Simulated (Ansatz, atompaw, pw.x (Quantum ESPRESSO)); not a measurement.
## What a changed setting does to a pw.x run (fcc H)

Potential: PAW, atompaw 4.2.0.5, PBE; core none, reference 1s1; waves: 1s (bound): rc 1.25 bohr; 1s channel at 0.55 Ry: rc 1.25 bohr; 2p channel at 0.35 Ry: rc 1.25 bohr; 2p channel at 2 Ry: rc 1.25 bohr; local part: bessel scheme, radius 1.00 bohr; core correction: none; augmentation: besselshape compensation charge, radius 1.00 bohr; PAW radius 1.25 bohr; waves and projectors: custom rrkj gramschmidtortho.

The reference run (k-mesh 18³, cutoffs 40/400 Ry, Fermi–Dirac 0.01 Ry, mixing_beta 0.4, conv_thr 1e-9, no spin) gives -0.01 GPa at 2.975 Å³/atom, where all-electron LAPW gives -0.20 GPa. This run, with its own iteration cap, changes k-mesh points per axis to 3.

```
&control
  calculation='scf', prefix='x', pseudo_dir='./', outdir='./tmp', tstress=.true., disk_io='none'
/
&system
  ibrav=0, nat=1, ntyp=1, ecutwfc=40, ecutrho=400, nbnd=7,
  occupations='smearing', smearing='fd', degauss=0.01
/
&electrons
  conv_thr=1e-09, mixing_beta=0.4, electron_maxstep=70
/
ATOMIC_SPECIES
H 1.0 H.UPF
CELL_PARAMETERS angstrom
  0.00000000 1.14152561 1.14152561
  1.14152561 0.00000000 1.14152561
  1.14152561 1.14152561 0.00000000
ATOMIC_POSITIONS crystal
H 0.0000 0.0000 0.0000
K_POINTS automatic
3 3 3 0 0 0
```

```bash
pw.x < H.scf.in > H.scf.out
```

Problem. How does the run end?

Solution. It converges in 3 iterations; the free energy moves by -539.1 meV/atom and the pressure by -23.21 GPa.

```
Message from routine setup:
     using ibrav=0 with symmetry is DISCOURAGED, use correct ibrav instead
     lattice parameter (alat)  =       3.0507  a.u.
     unit-cell volume          =      20.0763 (a.u.)^3
     number of electrons       =         1.00
     number of Kohn-Sham states=            7
     kinetic-energy cutoff     =      40.0000  Ry
     charge density cutoff     =     400.0000  Ry
     scf convergence threshold =      1.0E-09
     Exchange-correlation= SLA PW PBX PBC
     number of k points=     4  Fermi-Dirac smearing, width (Ry)=  0.0100
     iteration #  1     ecut=    40.00 Ry     beta= 0.40
     total energy              =      -1.11547939 Ry
     estimated scf accuracy    <       0.00004317 Ry
     iteration #  2     ecut=    40.00 Ry     beta= 0.40
     total energy              =      -1.11548284 Ry
     estimated scf accuracy    <       0.00001662 Ry
     iteration #  3     ecut=    40.00 Ry     beta= 0.40
     the Fermi energy is    -0.2901 ev
!    total energy              =      -1.11548325 Ry
     estimated scf accuracy    <          7.4E-11 Ry
     smearing contrib. (-TS)   =      -0.00249927 Ry
     The total energy is F=E-TS. E is the sum of the following terms:
     one-electron contribution =       0.59718478 Ry
     hartree contribution      =       0.01625376 Ry
     xc contribution           =      -0.66335564 Ry
     ewald contribution        =      -1.06270263 Ry
     one-center paw contrib.   =      -0.00036425 Ry
     convergence has been achieved in   3 iterations
          total   stress  (Ry/bohr**3)                   (kbar)     P=     -232.20
     Message from routine punch:
     Nothing written, as per user request (disk_io='none')
```

The run took about 0.9 s on one core of a shared host (Intel(R) Xeon(R) 6975P-C, 192 threads, 378 GiB, load 46).
